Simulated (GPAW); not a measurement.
Input of a GPAW 26.7.0 run:

Contents of run.py:

```python
import numpy as np
from ase.dft.bandgap import bandgap
from ase.io import read, write
from ase.units import GPa
from gpaw import GPAW, PW
from gpaw.spinorbit import soc_eigenstates

atoms = read('BeTe.xyz')

calc = GPAW(mode=PW(800),
            xc='MGGA_X_TPSS+MGGA_C_TPSS',
            kpts={'size': (8, 8, 8), 'gamma': True},
            occupations={'name': 'fermi-dirac', 'width': 0.05},
            nbands=11,
            convergence={'density': 1e-05, 'energy': 1e-05},
            eigensolver='davidson',
            maxiter=150,
            txt='gpaw.txt')
atoms.calc = calc
energy = atoms.get_potential_energy()
forces = atoms.get_forces()
stress = atoms.get_stress()
calc.write('gs.gpw')
write('result.traj', atoms)
print(f'Energy: {energy:.6f} eV')
print('Forces (eV/A):')
print(forces.round(4))
print('Stress (GPa):', (stress / GPa).round(3))
print('Fermi level:', round(calc.get_fermi_level(), 4), 'eV')
print(f'Gap: {bandgap(calc)[0]:.4f} eV, direct: {bandgap(calc, direct=True)[0]:.4f} eV')

path = atoms.cell.bandpath('GXWKGLUWLK,UX', npoints=80, eps=1e-4)
bs_calc = calc.fixed_density(kpts=path, symmetry='off', nbands=21,
                             convergence={'bands': 'CBM+6.0', 'eigenstates': 1e-6}, txt='bands.txt')
bs = bs_calc.band_structure()
bs.write('bs.json')
print(f'Gap on the path: {bandgap(bs_calc)[0]:.4f} eV')

soc = soc_eigenstates(bs_calc, theta=90, phi=0, ignore_xc_potential=True)
np.savetxt('soc_bands.dat', soc.eigenvalues(), fmt='%.4f')
mesh = soc_eigenstates('gs.gpw', theta=90, phi=0, ignore_xc_potential=True)
np.savetxt('soc_mesh.dat', mesh.eigenvalues(), fmt='%.4f')
print('Fermi level with spin-orbit coupling:', round(mesh.fermi_level, 4), 'eV')
```

BeTe.xyz

```xyz
2
Lattice="0.0000000000 2.7700000000 2.7700000000 2.7700000000 0.0000000000 2.7700000000 2.7700000000 2.7700000000 0.0000000000" Properties=species:S:1:pos:R:3 pbc="T T T"
Te     4.1550000000      4.1550000000      4.1550000000
Be     0.0000000000      0.0000000000      0.0000000000
```

Potentials or basis: GPAW PAW data sets (gpaw-data 1.2.1), pw.

Run with:

```console
$ OMP_NUM_THREADS=1 python run.py
```

Task: Predict the pressure.

Result: 4.7 GPa.

Task: What does it give for the band gap on the k mesh?

Result: 1.58 eV, indirect (least direct gap 3.44 eV).

Task: What does it give for the band gap along the path?

Result: 1.58 eV, indirect (least direct gap 3.44 eV).

Levels at the corners of the path, in eV from the valence-band top:
```tsv
point	band 4	band 5	band 6	band 7	band 8	band 9	band 10	band 11	band 12	band 13
Γ	-1.05	0.00	0.00	0.00	0.00	3.44	3.44	3.51	3.51	3.51
X	-5.83	-3.40	-3.40	-2.96	-2.96	1.58	1.58	2.37	2.37	9.93
W	-5.03	-4.66	-4.15	-3.80	-3.74	4.99	5.02	5.35	5.37	5.65
K	-5.32	-4.71	-4.40	-2.73	-2.71	2.38	2.41	5.10	5.19	7.99
Γ	-1.05	0.00	0.00	0.00	0.00	3.44	3.44	3.51	3.51	3.51
L	-6.31	-1.84	-1.83	-1.27	-1.27	3.10	3.10	4.42	4.42	4.49
U	-5.32	-4.71	-4.40	-2.73	-2.71	2.38	2.41	5.10	5.19	7.99
W	-5.03	-4.66	-4.15	-3.80	-3.74	4.99	5.02	5.35	5.37	5.65
L	-6.31	-1.84	-1.83	-1.27	-1.27	3.10	3.10	4.42	4.42	4.49
K	-5.32	-4.71	-4.40	-2.73	-2.71	2.38	2.41	5.10	5.19	7.99
U	-5.32	-4.71	-4.40	-2.73	-2.71	2.38	2.41	5.10	5.19	7.99
X	-5.83	-3.40	-3.40	-2.96	-2.96	1.58	1.58	2.37	2.37	9.93
```

Caveat: spin-orbit coupling was added after a scalar SCF, so levels and gaps hold it while energy, forces, pressure and moments don't; this program's spin-orbit splittings come out too wide for heavy elements; the PAW data sets were made with another functional, which shifts forces and pressure a little. TPSS opens gaps a little over a GGA but as a rule still falls short of measured ones.
